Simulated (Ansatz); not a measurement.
**Ansatz 0.2.0, relaxation: Ga**

Input:

```yaml
crystal:
  lattice:
    - [1.3986281, 4.07200002, 0.0]
    - [1.3986281, -4.07200002, 0.0]
    - [0.1187772, 0.0, -3.36755868]
  atoms:
    - { symbol: Ga, position: [0.131, 0.869, 0.75] }
    - { symbol: Ga, position: [0.869, 0.131, 0.25] }
  symmetry: { tolerance: 0.0003 }
kpoints:
  mp_grid: { grid: [7, 7, 5], shift: [0, 0, 0] }
magnetization:
  spin_polarized: false
scf:
  occupations: { method: fermi_dirac, width: 0.0637 }
  lower_state_search: "off"
hamiltonian:
  pseudopotentials: { kind: paw }
  xc: r2scan
basis:
  ecutwfc: 500
  fft_grid_basis: typed
relax:
  max_steps: 40
output:
  forces: true
  stress: true
  eigenvalues: true
  bader: true
  populations: true
  elf: true
  write_potential: true
  volumetric_format: npy
  dos:
    e_range: [-12, 8]
    de: 0.05
    projected: { site_lists: { Ga: [Ga] } }
  write_density: true
checkpoint:
  read: saved_state
```

Launch command:

```bash
ansatz run input.yaml --threads 2 --pin off --max-ram 3584MiB --backend cpu --events-out ev --progress --plain --runs-dir out
```

Origin of the cell: a database entry, scaled a little.

The saved state is a converged single point of the same cell.

Steps:

```csv
step,ΔF (meV/atom),max force component (eV/Å),SCF iterations,step was
1,0.0,0.126,6,accepted
2,-1.1,0.006,6,accepted
3,-1.1,0.006,3,accepted
```

Step 1, with forces in eV/Å:

```xyz
2
Lattice="1.399 4.072 0.000 1.399 -4.072 0.000 0.119 0.000 -3.368" Properties=species:S:1:pos:R:3:forces:R:3 pbc="T T T" step=1
Ga    1.488   -3.005   -2.526    0.000    0.126    0.000
Ga    1.428    3.005   -0.842    0.000   -0.126    0.000
```

Step 3, with forces in eV/Å:

```xyz
2
Lattice="1.399 4.072 0.000 1.399 -4.072 0.000 0.119 0.000 -3.368" Properties=species:S:1:pos:R:3:forces:R:3 pbc="T T T" step=3
Ga    1.488   -2.989   -2.526    0.000    0.006    0.000
Ga    1.428    2.989   -0.842    0.000   -0.006    0.000
```

| Item | Value |
| --- | --- |
| Free energy lowered by | 1.1 meV/atom |
| Final pressure | -3.06 GPa |
| Relaxation steps listed | 3 |

Caveats: the SCF threshold is looser than advised for a stress; the k mesh is coarse if the cell is a metal; the relaxation held the start's symmetry, so the end may be a saddle point.

Time: 21 s on 2 threads of Arm Neoverse V1, with other jobs on the host, peak memory 0.49 GiB, from a saved density.
